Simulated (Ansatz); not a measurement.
A run of Ansatz 0.2.0 is set up as follows.

input.yaml

```yaml
crystal:
  lattice:
    - [4.5072020454, 0.0, 0.0]
    - [0.0, 4.5072020454, 0.0]
    - [0.0, 0.0, 3.04445]
  atoms:
    - { symbol: V, position: [0.5, 0.5, 0.5], spin: 2.0 }
    - { symbol: V, position: [0.0, 0.0, 0.0], spin: 2.0 }
    - { symbol: O, position: [0.200358, 0.799642, 0.5] }
    - { symbol: O, position: [0.799642, 0.200358, 0.5] }
    - { symbol: O, position: [0.700358, 0.700358, 0.0] }
    - { symbol: O, position: [0.299642, 0.299642, 0.0] }
hamiltonian:
  xc: { exchange: rpw86, correlation: pbe }
  pseudopotentials: { kind: paw }
  dispersion: rvv10
magnetization:
  spin_polarized: true
kpoints:
  mp_grid: { grid: [6, 6, 9] }
scf:
  occupations: { method: fermi_dirac, width: 0.05 }
output:
  forces: true
  stress: true
relax:
  f_tol: 0.01
  max_steps: 40
  cell: { stress_tol: 0.05 }
```

Potentials or basis: Ansatz PAW.

Run with:

```console
$ ansatz run input.yaml --threads 2 --pin off --max-ram 5120MiB --backend cpu --events-out ev --progress --plain --runs-dir out
```

Q: Predict the net moment.

A: 2.00 μB per cell.

Q: Estimate the site moments.

A: V +0.83; O -0.04 μB.

Q: Predict the relaxed volume.

A: 10.05 Å³/atom.

Step by step:
```
step  energy change (eV)  largest force (eV/Å)  volume (Å³)
   1              0.0000                0.1779        61.85
   2             -0.1709                0.4577        60.91
   3             -0.2226                0.1272        59.55
   4             -0.2290                0.0521        60.37
   5             -0.2299                0.0100        60.29
   6             -0.2298                0.0001        60.31
   7             -0.2296                0.0000        60.31
   8             -0.2298                0.0012        60.31
   9             -0.2298                0.0012        60.31
```

Caveat: the plane-wave basis is chosen anew once the cell has moved, so the energies of steps on either side of that aren't comparable; the pressure holds a Pulay correction of +0.9 GPa for the finite cutoff; the PAW data sets come from PBE, with cores solved anew for the run's functional, which leaves a small shift of forces and pressure.
